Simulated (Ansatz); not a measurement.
A 2-atom cell of LiCl started from a crystallographic database, relaxed with r2SCAN in the plane-wave code Ansatz. The symmetry is Fm-3m (No. 225, cubic); conventional cell a = 5.112 Å, 16.70 Å³ an atom. Around Li lie 6 Cl at 2.56 Å; around Cl lie 6 Li at 2.56 Å.

The axes x, y and z are those of this cell:
```
CELL_PARAMETERS angstrom
0.00000 2.55603 2.55603
2.55603 0.00000 2.55603
2.55603 2.55603 0.00000
ATOMIC_POSITIONS crystal
Li 0.00000 0.00000 0.00000
Cl 0.50000 0.50000 0.50000
```

Unstrained: PBE gives an indirect gap of 6.384 eV, from Γ–K (0.19 of the way from Γ) to Γ; the least direct gap is 6.387 eV at Γ. Least and direct gap differ so little that the kind isn't settled. r2SCAN gives an indirect gap of 7.291 eV, from Γ–K (0.19 of the way from Γ) to Γ; the least direct gap is 7.291 eV at Γ. Least and direct gap differ so little that the kind isn't settled. The HSE06 gap is indirect, 7.785 eV (Γ–K (0.19 of the way from Γ) to Γ), below the direct gap of 7.787 eV at Γ. Least and direct gap differ so little that the kind isn't settled. Meshes: PBE 8×8×8, r2SCAN 8×8×8, HSE06 6×6×6. Strains are changes of length per length. After each strain the atoms were relaxed again with r2SCAN within the symmetry that the strain leaves, so tilts or polar shifts that break it weren't tested; points keep the names that they have in the unstrained zone. (Simulation; spin polarisation is off.)

(1) One strain changed the r2SCAN stress by xx -1.46, yy -1.46, zz 0.00 GPa (compression positive) and the gap by -0.229 eV (PBE), -0.250 eV (r2SCAN), -0.244 eV (HSE06). Which kind of strain was it, and roughly how large?

(2) One strain changed the r2SCAN stress by xx -0.99, yy -0.99, zz -0.99 GPa (compression positive) and the gap by -0.173 eV (PBE), -0.187 eV (r2SCAN), -0.183 eV (HSE06). Which kind of strain was it, and roughly how large?

Results:

(1) Epitaxial +2.62 % in the xy plane, free normal strain -1.76 %. The pattern of the stress gives the kind; the size needs the stiffness, so it is an estimate.

(2) Isotropic +1.02 % on every length. The pattern of the stress gives the kind; the size needs the stiffness, so it is an estimate.

Where an edge lies off the special points, it is a point of the mesh or the k point where a search put PBE's edge or least direct gap, reused for the other functionals, whose own edges may lie a little apart.

The meshes of the hybrids are coarse, so their gaps aren't converged to the digits shown.
